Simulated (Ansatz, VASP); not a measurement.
# GePt: VASP beside Ansatz

```
Ge Pt
1.0
     0.00000    2.58233    2.58233
     2.58233    0.00000    2.58233
     2.58233    2.58233    0.00000
Ge Pt
1 1
Direct
  0.00000 0.00000 0.00000
  0.50000 0.50000 0.50000
```

Change from the starting cell: species swapped into the ScAs type (Fm-3m, No. 225).

Alike in both runs: task single point; functional PBE; k mesh 6 × 6 × 6; occupations gaussian, width 0.1 eV; no spin polarisation.

```csv
,VASP,Ansatz
version,VASP 6.6.1,Ansatz 0.2.0
potentials or method,"VASP PAW PBE potentials, release 64 (Ge_d, Pt)","scalar-relativistic, plane waves, PAW"
plane-wave cutoff (eV),520,420
valence electrons in the cell,24,32
```

```tsv
	VASP	Ansatz	Ansatz less VASP
gap on the k mesh at the Fermi level (eV)	none	none	-
pressure (GPa)	3.6	3.6	0.00
```

A gap of «none» marks a metal or a gap that the smearing closes. The two sets of potentials don't hold the same shells in valence.

The runs have no spin-orbit coupling, so splittings on Pt are missing.
